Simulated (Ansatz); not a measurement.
A crystal relaxed with r2SCAN in the plane-wave code Ansatz has space group Pa-3 (No. 205) and a = 6.009 Å.

```tsv
atom	site	x	y	z
As	8c	0.3841	0.3841	0.3841
Xx	4a	0.0000	0.0000	0.0000
```

The r2SCAN gap is indirect, 0.36 eV (k = (0, 0.359, 0.380) to R), below the direct gap of 1.12 eV at R. With HSE06 the valence top lies at k = (0, 0.359, 0.380) and the conduction bottom at R, 0.61 eV higher; the smallest vertical gap, at R, is 1.43 eV. Meshes: r2SCAN 4×4×4, HSE06 4×4×4.

Question: Which element is Xx?
A. Pd
B. Pt
C. Ni

Answer: B. Xx is Pt: PtAs2 (started from an entry of an open crystallographic database). As is surrounded by 1 As at 2.41 Å and 3 Pt at 2.51 Å; Pt is surrounded by 6 As at 2.51 Å.

The values are computed, spin-unpolarised, and not measurements.

No spin-orbit coupling is included; it can move band edges with weight on the heavy atoms by tenths of an eV.

Where an edge lies off the special points, it is a point of the mesh or the k point where a search put PBE's edge or least direct gap, reused for the other functionals, whose own edges may lie a little apart.

Coordinates of k points refer to the reciprocal vectors of the primitive cell of the runs.

The meshes of the hybrids are coarse, so their gaps aren't converged to the digits shown.
